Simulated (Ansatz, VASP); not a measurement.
## Cross-check of LiF (Griceite) between VASP and Ansatz

Aim: how closely do two programs agree when they are given the same cell, functional and k mesh? The cell is a member of a volume series, scaled by 0.97 from a relaxed one, so a pressure remains.

Program: Ansatz 0.2.0. Level of theory: plane waves, with VASP 6.6.1 beside it; single point at LDA and single point at r2SCAN. Results are calculated unless marked as measured.

### 1. The structure

It takes space group Fm-3m (No. 225, cubic). Conventional cell: a = 3.858 Å, b = 3.858 Å, c = 3.858 Å, α = 90.00°, β = 90.00°, γ = 90.00°. Nearest to F lie 6 Li at 1.93 Å. Nearest to Li lie 6 F at 1.93 Å. Farther neighbours and most contacts between anions are not listed.

### 2. Ansatz: single point, LDA, volume scaled by 0.97

Ansatz runs on its default PAW (the set named soft_2) files.

A single point gives forces, pressure and levels at one fixed geometry, so differences don't come from the geometry; what else differs is listed under the comparison.

Input file input.yaml:

```yaml
crystal:
  lattice:
    - [0.0, 1.92913944, 1.92913944]
    - [1.92913944, 0.0, 1.92913944]
    - [1.92913944, 1.92913944, 0.0]
  atoms:
    - { symbol: F, position: [0.5, 0.5, 0.5] }
    - { symbol: Li, position: [0.0, 0.0, 0.0] }
hamiltonian:
  xc: lda
  pseudopotentials: { kind: paw }
kpoints:
  mp_grid: { grid: [10, 10, 10] }
scf:
  occupations: { method: gaussian, width: 0.03 }
  n_extra_bands: 4
output:
  forces: true
  stress: true
  eigenvalues: true
```

Run with:

```sh
$ ansatz run input.yaml --threads 2 --pin off --max-ram 4608MiB --backend cpu --events-out ev --progress --plain --runs-dir out
```

Numbers of over 12 decimals in the logs are rounded to 6 here.

Output:

```text
scf.n_extra_bands = 4 over 5 filled bands (N_el = 10.0): the run solves 9 bands
Engine: ansatz 0.2.0, aarch64-unknown-linux-gnu
Pseudopotentials: kind: paw
Pseudopotential: F, paw, valence charge 7, recommended cutoff 420 eV (normal), F.paw.azcp
Pseudopotential: Li, paw, valence charge 3, recommended cutoff 420 eV (normal), Li.paw.azcp
Functional definition: SPW92
  exchange = slater_x
  correlation = pw_c
Crystal: 2 atoms, lattice volume = 14.359 Å³
Basis set: ecut = 420 eV, 283 PW (Γ)
Bands: 9, of which v1, the nominal top of the filled ones, is band 5 counted from 1 (4 counted from 0)
Symmetry: 48 space group operations
Space group: Fm-3m (ITA 225), of the structure as read, at distance tolerance 2.4e-5 Å
k-points: 47 of 1000
Non-local potential: F, projectors of the file, l = 0: 2, l = 1: 2, l = 2: 1
Non-local potential: Li, projectors of the file, l = 0: 3, l = 1: 2, l = 2: 1
PAW form: soft (Blöchl's): semilocal exchange-correlation on the pseudo side does not see the compensation charge
PAW frozen core: F, regenerated for the run's functional, and the local potential with it (the file was generated under x = pbe(κ = 0.804, μ = 0.219515), c = pbe(β = 0.066725))
PAW one-centre angular grid: F, 110 points (default); XC on 64 Gauss nodes
PAW one-centre angular grid: Li, 110 points (default); XC on 64 Gauss nodes
Initial density: superposition of atomic densities (neutral atoms: chi_scale 0, normalization atom), corrected by the library's trained network
Initial wavefunctions: pseudopotential atomic-orbital guess
Functional: x = slater, c = lda
SCF iter   1: F=—  HF=-998.712404 eV  |F-HF|=—  |Δ(HF+E_count)|=         —  Δρ=2.30e-2  dr2=5.02e-2  ethr=1.77e-3  ⟨swp⟩=5.1  Hψ=2614  notcnv=0
preconditioner: auto → none  [insulator: Δε(μ)=9.878 eV  Ē_g=23.444 eV  σ=0.030 eV  W_gap=1.00  n_scr=0 (ndim 8)  ℏωp=27.7 eV  f_vac=0.000  D(μ)=0.00/eV (n_scr^D=0)  ε∞_Penn≈2.4]
SCF iter   2: F=—  HF=-998.693318 eV  |F-HF|=—  |Δ(HF+E_count)|=   1.91e-2  Δρ=9.49e-3  dr2=4.71e-3  ethr=5.02e-4  ⟨swp⟩=3.0  Hψ=1173  notcnv=0
SCF iter   3: F=—  HF=-998.690949 eV  |F-HF|=—  |Δ(HF+E_count)|=   2.37e-3  Δρ=2.16e-3  dr2=3.38e-4  ethr=4.71e-5  ⟨swp⟩=2.4  Hψ=783  notcnv=0
SCF iter   4: F=—  HF=-998.690611 eV  |F-HF|=—  |Δ(HF+E_count)|=   3.38e-4  Δρ=4.32e-4  dr2=9.97e-6  ethr=3.38e-6  ⟨swp⟩=2.0  Hψ=735  notcnv=0
SCF iter   5: F=—  HF=-998.690601 eV  |F-HF|=—  |Δ(HF+E_count)|=   1.02e-5  Δρ=5.27e-5  dr2=2.83e-7  ethr=9.97e-8  ⟨swp⟩=2.0  Hψ=470  notcnv=0
SCF iter   6: F=-998.690601 eV  HF=-998.690601 eV  |F-HF|=3.99e-10  |Δ(HF+E_count)|=   1.56e-7  Δρ=2.45e-6  dr2=4.76e-10  ethr=1.00e-9  ⟨swp⟩=4.7  Hψ=1813  notcnv=0
SCF 1 converged in 6 iterations: F = -998.690601 eV  dr2 = 4.76e-10
  greatest PAW one-centre occupation: 1.000 electrons in one spin orbital (limit 2), on the Li atom at site 1 (counted from 0), in its partial waves of l = 0
SCF converged after 6 iterations
Free energy (F): -998.690601 eV
Harris-Foulkes:  -998.690601 eV  (|F-HF|=3.99e-10)
Internal energy: -998.690601 eV  (E = F + TS)
E sigma→0 (E₀):  -998.690601 eV
Fermi energy:    6.762285 eV
--- Per-component energies (eV) ---
  E_band       = -108.934510
  E_kinetic    = 230.444339
  E_local      = -601.587100  (includes V_loc(G=0)·N_el)
  E_nonlocal   = 43.174120
  E_hartree    = 207.467269
  E_xc         = -90.152049
  E_vxc        = -116.834031  (∫ρ·V_xc dr)
  E_paw        = -206.515260  (= ΣΔE_a)
  E_vpaw       = -79.068834  (= ΣTr[D̂ρ^β])
  E_aug_tail   = 0.001991  (compensation charges beyond the density's cutoff)
  E_ewald      = -581.637161
  E_core_change = 0.113252  (= ΣΔE_core)
  E_smearing   = -0.000000  (= −TS)
  E_closure    = -0.000000  (closes the sum)
  Σ components = -998.690601   (vs F -998.690601, Δ=0.00e0)
--- Forces (eV/Å), atoms counted from 1 ---
  atom   1  F      0.00000000    -0.00000000    -0.00000000
  atom   2  Li    -0.00000000     0.00000000     0.00000000
  max |Σ_I F_I| component: 3.98e-29 eV/Å
--- Stress (GPa, compression-positive) ---
        3.685159      -0.000000       0.000000
        0.000000       3.685159      -0.000000
       -0.000000       0.000000       3.685159
  P = ⅓ Tr σ = 3.6852 GPa (36.852 kbar)
--- Band table (eV; the first three rows and the last of 47) ---
  k-point 0: bands = ["-37.7770", "-18.2467", "1.7109", "1.7109", "1.7109", "11.8136", "26.8578", "26.8578", "26.8578"]
  k-point 1: bands = ["-37.7657", "-18.2002", "1.3770", "1.6830", "1.6830", "12.0880", "23.7862", "25.3852", "25.3852"]
  k-point 2: bands = ["-37.7360", "-18.0748", "0.5680", "1.6105", "1.6105", "12.6463", "21.2438", "23.7353", "23.7353"]
  k-point 46: bands = ["-37.6269", "-17.3554", "-1.2497", "-0.4923", "0.7406", "17.3734", "17.5335", "20.0275", "22.4635"]
```

The job ended after 0.33 s (2 threads of Arm Neoverse V2, shared host; peak memory 0.24 GiB; 0.53 s of CPU time).

In the SCF lines HF is the Harris–Foulkes energy and dr2 the Hartree energy of the density residual, in eV; the loop may stop once dr2 is under the threshold and the program's other checks hold. Hψ counts applications of the Hamiltonian.

The run ends at a pressure of 3.69 GPa.

### 3. VASP: single point, LDA, volume scaled by 0.97

The same cell, functional (in two slightly different forms), mesh and smearing now go to VASP, with its own data sets and cutoff.

Lines of VASP's logs that name or quote its potential files are left out, and so is its time.

The input asks for a relaxation, which ended at its first step since no free force or stress exceeded the threshold; so it serves as a single point.

Input file INCAR:

```
SYSTEM = LiF
PREC = Accurate
ENCUT = 700
EDIFF = 1E-07
NELM = 100
ISMEAR = 0
SIGMA = 0.03
LREAL = .FALSE.
ALGO = Normal
GGA = CA
NBANDS = 11
LORBIT = 11
LWAVE = .FALSE.
LCHARG = .FALSE.
KPAR = 4
IBRION = 2
NSW = 50
ISIF = 4
EDIFFG = -0.002
```

Input file POSCAR:

```
LiF
1.0
    0.0000000000      1.9291394435      1.9291394435
    1.9291394435      0.0000000000      1.9291394435
    1.9291394435      1.9291394435      0.0000000000
F Li
1 1
Direct
    0.5000000000      0.5000000000      0.5000000000
    0.0000000000      0.0000000000      0.0000000000
```

Input file KPOINTS:

```
Automatic mesh
0
Gamma
10 10 10
0 0 0
```

PAW data sets: F and Li_sv (LDA family, release 64).

Run with:

```sh
$ mpirun -np 4 vasp_std
```

Output:

```text
[banner, memory and clock lines left out]
running    4 mpi-ranks, on    1 nodes
 distrk:  each k-point on    1 cores,    4 groups
 distr:  one band on    1 cores,    1 groups

 POSCAR found type information on POSCAR F Li
 POSCAR found :  2 types and       2 ions
 LDA part: xc-table for (Slater(with rela. corr.)+CA(PZ))
 , standard interpolation
 POSCAR, INCAR and KPOINTS ok, starting setup
 FFT: planning ... GRIDC
 FFT: planning ... GRID_SOFT
 FFT: planning ... GRID
 WAVECAR not read
 entering main loop
       N       E                     dE             d eps       ncg     rms          rms(c)
DAV:   1     0.385091535026E+02    0.38509E+02   -0.67017E+03  1066   0.115E+03
DAV:   2    -0.970503919160E+01   -0.48214E+02   -0.47327E+02  1190   0.228E+02
DAV:   3    -0.109733426068E+02   -0.12683E+01   -0.12647E+01  1254   0.331E+01
DAV:   4    -0.109907119790E+02   -0.17369E-01   -0.17367E-01  1245   0.411E+00
DAV:   5    -0.109909355693E+02   -0.22359E-03   -0.22359E-03  1285   0.359E-01    0.424E+00
DAV:   6    -0.105147151926E+02    0.47622E+00   -0.21697E+00  1187   0.100E+01    0.129E+00
DAV:   7    -0.105044205266E+02    0.10295E-01   -0.17567E-02  1426   0.124E+00    0.783E-01
DAV:   8    -0.104994938906E+02    0.49266E-02   -0.84140E-03  1431   0.107E+00    0.940E-02
DAV:   9    -0.104994740303E+02    0.19860E-04   -0.73876E-04  1195   0.277E-01    0.371E-02
DAV:  10    -0.104994864331E+02   -0.12403E-04   -0.27426E-05  1235   0.449E-02    0.764E-03
DAV:  11    -0.104994859186E+02    0.51444E-06   -0.15291E-06  1331   0.150E-02    0.130E-03
DAV:  12    -0.104994859106E+02    0.80626E-08   -0.26719E-07  1298   0.376E-03
   1 F= -.10499486E+02 E0= -.10499486E+02  d E =-.104995E+02
 curvature:   0.00 expect dE= 0.000E+00 dE for cont linesearch  0.000E+00
 trial: gam= 0.00000 g(F)=  0.600E-60 g(S)=  0.546E-33 ort = 0.000E+00 (trialstep = 0.100E+01)
 search vector abs. value=  0.100E-09
 reached required accuracy - stopping structural energy minimisation
```

Parts of OUTCAR (step 3):

```text
ion  position               nearest neighbor table
   1  0.500  0.500  0.500-   2 1.93   2 1.93   2 1.93   2 1.93   2 1.93   2 1.93
   2  0.000  0.000  0.000-   1 1.93   1 1.93   1 1.93   1 1.93   1 1.93   1 1.93

  LATTYP: Found a face centered cubic cell.
 ALAT       =     3.8582788870

 Subroutine GETGRP returns: Found 48 space group operations
 (whereof 48 operations were pure point group operations)

The static configuration has the point symmetry O_h .

 Found     47 irreducible k-points:

   k-points           NKPTS =     47   k-points in BZ     NKDIM =     47   number of bands    NBANDS=     11

   dimension x,y,z NGX =    24 NGY =   24 NGZ =   24
   dimension x,y,z NGXF=    48 NGYF=   48 NGZF=   48

   ENCUT  =  700.0 eV  51.45 Ry    7.17 a.u.   5.89  5.89  5.89*2*pi/ulx,y,z

   NELECT =      10.0000    total number of electrons

 k-points in reciprocal lattice and weights: Automatic mesh
   0.00000000  0.00000000  0.00000000       0.001
   0.10000000  0.00000000  0.00000000       0.008
   0.20000000  0.00000000  0.00000000       0.008
   0.30000000  0.00000000  0.00000000       0.008
   0.40000000  0.00000000  0.00000000       0.008
   0.50000000  0.00000000  0.00000000       0.004
   0.10000000  0.10000000  0.00000000       0.006
   0.20000000  0.10000000  0.00000000       0.024
   0.30000000  0.10000000  0.00000000       0.024
[...]
-0.30000000  0.40000000  0.20000000       0.024
  -0.30000000  0.50000000  0.20000000       0.012

 average (electrostatic) potential at core
       1 -75.9208       2 -62.6210

 E-fermi :  -0.2644

 k-point     1 :       0.0000    0.0000    0.0000
  band No.  band energies     occupation
      1     -39.9696      2.00000
      2     -20.3874      2.00000
      3      -0.4396      2.00000
      4      -0.4396      2.00000
      5      -0.4396      2.00000
      6       9.6486      0.00000
      7      24.7205      0.00000
      8      24.7205      0.00000
      9      24.7219      0.00000
     10      24.7550      0.00000
    ...

 k-point     2 :       0.1000    0.0000    0.0000
  band No.  band energies     occupation
      1     -39.9582      2.00000
      2     -20.3401      2.00000
      3      -0.7745      2.00000
      4      -0.4680      2.00000
      5      -0.4680      2.00000
      6       9.9238      0.00000
      7      21.6217      0.00000
      8      23.2308      0.00000
      9      23.2308      0.00000
     10      25.9665      0.00000
    ...

 k-point     3 :       0.2000    0.0000    0.0000
  band No.  band energies     occupation
      1     -39.9284      2.00000
      2     -20.2123      2.00000
      3      -1.5856      2.00000
      4      -0.5404      2.00000
      5      -0.5404      2.00000
      6      10.4810      0.00000
      7      19.0765      0.00000
      8      21.5761      0.00000
      9      21.5761      0.00000
     10      27.2943      0.00000
    ...

  Total        0.2577960      0.2577960      0.2577960      0.0000000      0.0000000      0.0000000
  in kB       28.7651026     28.7651026     28.7651026      0.0000000      0.0000000      0.0000000
  external PRESSURE =      28.7651026 kB  Pullay stress =       0.0000000 kB

  energy-cutoff  :      700.00
  volume of cell :       14.36
      direct lattice vectors                 reciprocal lattice vectors
     0.000000000  1.929139443  1.929139443    -0.259182923  0.259182923  0.259182923
     1.929139443  0.000000000  1.929139443     0.259182923 -0.259182923  0.259182923
     1.929139443  1.929139443  0.000000000     0.259182923  0.259182923 -0.259182923

 POSITION                                       TOTAL-FORCE (eV/Angst)
 -----------------------------------------------------------------------------------
      1.92914      1.92914      1.92914         0.000000     -0.000000      0.000000
      0.00000      0.00000      0.00000        -0.000000      0.000000      0.000000
 -----------------------------------------------------------------------------------
    total drift:                               -0.000000     -0.000000      0.000000

  FREE ENERGIE OF THE ION-ELECTRON SYSTEM (eV)
  ---------------------------------------------------
  free  energy   TOTEN  =       -10.4994859106 eV

  energy  without entropy=      -10.4994859106  energy(sigma->0) =      -10.49948591

 reached required accuracy - stopping structural energy minimisation

 total charge
# of ion       s       p       d       tot
------------------------------------------
    1        1.716   4.416   0.000   6.132
    2        2.026   0.087   0.000   2.113
--------------------------------------------------
tot          3.742   4.503   0.000   8.245

[... 3 further parts left out ...]
```

CONTCAR:

```
LiF
   1.00000000000000
     0.0000000000000000    1.9291394435000000    1.9291394435000000
     1.9291394435000000    0.0000000000000000    1.9291394435000000
     1.9291394435000000    1.9291394435000000    0.0000000000000000
  F               Li
     1     1
Direct
     0.5000000000000000    0.5000000000000000    0.5000000000000000
     0.0000000000000000    0.0000000000000000    0.0000000000000000
```

The gap is read on the k-mesh alone, so it is an upper bound where the band edges lie off the mesh. The run keeps the 48 symmetry operations of its start, so it cannot find a distortion of lower symmetry.

### 4. Side by side

Known differences besides the potentials themselves: the two LDA forms differ slightly; the cutoff is 420 eV in Ansatz and 700 eV in VASP; VASP's log shows a relativistic correction to its local exchange, Ansatz's none. Total energies have different zeros and are not compared.

Compared:

| quantity | Ansatz | VASP | difference |
| --- | --- | --- | --- |
| pressure (GPa) | 3.69 | 2.88 | +0.81 |
| pressure without Ansatz's Pulay correction (GPa) | 2.54 | 2.88 | -0.34 |
| gap on the k mesh (eV) | 10.103 | 10.088 | +0.014 |

A gap on the mesh is an upper bound, since the band edges may lie between its points. Ansatz's pressure holds a Pulay correction of 1.15 GPa; VASP's holds none.

### 5. VASP: single point, r2SCAN, volume scaled by 0.985

With cell and atoms fixed, the geometry can't cause a difference; cores, projectors, grids and the points listed under the comparison can. The cell compared in this pair holds 15.46 Å³, against 14.36 Å³ for the pair before.

The input asks for a relaxation, which ended at its first step since no free force or stress exceeded the threshold; so it serves as a single point.

Input file INCAR:

```
SYSTEM = LiF
PREC = Accurate
ENCUT = 700
EDIFF = 1E-06
NELM = 100
ISMEAR = 0
SIGMA = 0.03
LREAL = .FALSE.
ALGO = Normal
METAGGA = R2SCAN
LASPH = .TRUE.
NBANDS = 11
LORBIT = 11
LWAVE = .FALSE.
LCHARG = .FALSE.
KPAR = 4
IBRION = 2
NSW = 30
ISIF = 4
EDIFFG = -0.01
```

Input file POSCAR:

```
LiF
1.0
    0.0000000000      1.9771769912      1.9771769912
    1.9771769912      0.0000000000      1.9771769912
    1.9771769912      1.9771769912      0.0000000000
F Li
1 1
Direct
    0.5000000000      0.5000000000      0.5000000000
    0.0000000000      0.0000000000      0.0000000000
```

KPOINTS is that of step 3.

PAW data sets: F and Li_sv (PBE family, release 64).

Run with:

```sh
$ mpirun -np 4 vasp_std
```

Output:

```text
[banner, memory and clock lines left out]
running    4 mpi-ranks, on    1 nodes
[...]
|                                                                             |
|               ----> ADVICE to this user running VASP <----                  |
|                                                                             |
|     You enforced a specific xc type in the INCAR file but a different       |
|     [... a line on the potential file left out ...]
|     I HOPE YOU KNOW WHAT YOU ARE DOING!                                     |
|                                                                             |

 LDA part: xc-table for (None), standard interpolation
 POSCAR, INCAR and KPOINTS ok, starting setup
[...]
entering main loop
       N       E                     dE             d eps       ncg     rms          rms(c)
DAV:   1     0.404776919011E+02    0.40478E+02   -0.69526E+03  1050   0.118E+03
DAV:   2    -0.134375152555E+02   -0.53915E+02   -0.52942E+02  1183   0.237E+02
DAV:   3    -0.149584682390E+02   -0.15210E+01   -0.15145E+01  1368   0.364E+01
DAV:   4    -0.149763775768E+02   -0.17909E-01   -0.17906E-01  1292   0.400E+00
[...]
DAV:  11    -0.119083588994E+02    0.40745E-04   -0.98724E-05  1277   0.110E-01    0.788E-02
DAV:  12    -0.119082402975E+02    0.11860E-03   -0.68426E-04  1178   0.191E-01    0.398E-03
DAV:  13    -0.119082393116E+02    0.98588E-06   -0.59974E-06  1285   0.282E-02
   1 F= -.11908239E+02 E0= -.11908239E+02  d E =-.119082E+02
[...]
reached required accuracy - stopping structural energy minimisation
```

OUTCAR, selected parts (step 5):

```text
  Total        0.1279294      0.1279294      0.1279294      0.0000000      0.0000000      0.0000000
  in kB       13.2591071     13.2591071     13.2591071      0.0000000      0.0000000      0.0000000
  external PRESSURE =      13.2591071 kB  Pullay stress =       0.0000000 kB

 POSITION                                       TOTAL-FORCE (eV/Angst)
 -----------------------------------------------------------------------------------
      1.97718      1.97718      1.97718        -0.000000     -0.000000      0.000000
      0.00000      0.00000      0.00000         0.000000      0.000000     -0.000000
 -----------------------------------------------------------------------------------
    total drift:                               -0.000000     -0.000000      0.000000

  FREE ENERGIE OF THE ION-ELECTRON SYSTEM (eV)
  ---------------------------------------------------
  free  energy   TOTEN  =       -11.9082393116 eV

  energy  without entropy=      -11.9082393116  energy(sigma->0) =      -11.90823931

[... 2 parts as in an earlier step ...]

[... 2 further parts left out ...]
[key lines of the parts left out:]
E-fermi :  -1.0524
```

The PAW data sets were made with PBE, which is usual practice but a small mismatch for other functionals.

### 6. Ansatz: single point, r2SCAN, volume scaled by 0.985

The same cell, functional, mesh and smearing now go to Ansatz, which takes its cutoff from its data sets.

The cell is a member of a volume series, scaled by 0.985 from a relaxed one, so a pressure remains.

input.yaml, the sections that differ from step 2:

```yaml
crystal:
  lattice:
    - [0.0, 1.97717699, 1.97717699]
    - [1.97717699, 0.0, 1.97717699]
    - [1.97717699, 1.97717699, 0.0]
  atoms:
    - { symbol: F, position: [0.5, 0.5, 0.5] }
    - { symbol: Li, position: [0.0, 0.0, 0.0] }
hamiltonian:
  xc: r2scan
  pseudopotentials: { kind: paw }
# kpoints, scf, output: as in step 2
```

Run with:

```sh
$ ansatz run input.yaml --threads 2 --pin off --max-ram 4608MiB --backend cpu --events-out ev --progress --plain --runs-dir out
```

Output:

```text
[...]
Crystal: 2 atoms, lattice volume = 15.458 Å³
Basis set: ecut = 500 eV, 387 PW (Γ), exchange–correlation on 96×96×96 points (64 copies of the dense FFT grid, shifted against one another)
Bands: 9, of which v1, the nominal top of the filled ones, is band 5 counted from 1 (4 counted from 0)
Symmetry: 48 space group operations
[...]
k-points: 47 of 1000
[...]
Free energy (F): -1018.328977 eV
[...]
Internal energy: -1018.328977 eV  (E = F + TS)
E sigma→0 (E₀):  -1018.328977 eV
Fermi energy:    6.119230 eV
[...]
--- Stress (GPa, compression-positive) ---
        2.218545       0.000000      -0.000000
        0.000000       2.218545      -0.000000
        0.000000      -0.000000       2.218545
  P = ⅓ Tr σ = 2.2185 GPa (22.185 kbar)
--- Band table (eV; the first three rows and the last of 47) ---
[...]
[key lines of the parts left out:]
SCF converged after 6 iterations
```

It took 0.76 s on 2 threads; peak memory 0.31 GiB; 1.3 s of CPU time.

The run ends at a pressure of 2.22 GPa.

(Continued in part 2 of 2.)

[Lines on the potential files, build, host, timing and source positions are cut from VASP's logs without a mark.]

[Logs are printed without paths, hosts, clocks, repeated set-up lines and the standing remarks that a program may print on its own settings, such as how far it seeks lower states.]

[Hosts, paths, dates, database ids (printed as entryN), source tags and the programs' standing remarks are cut or masked in the printed files.]
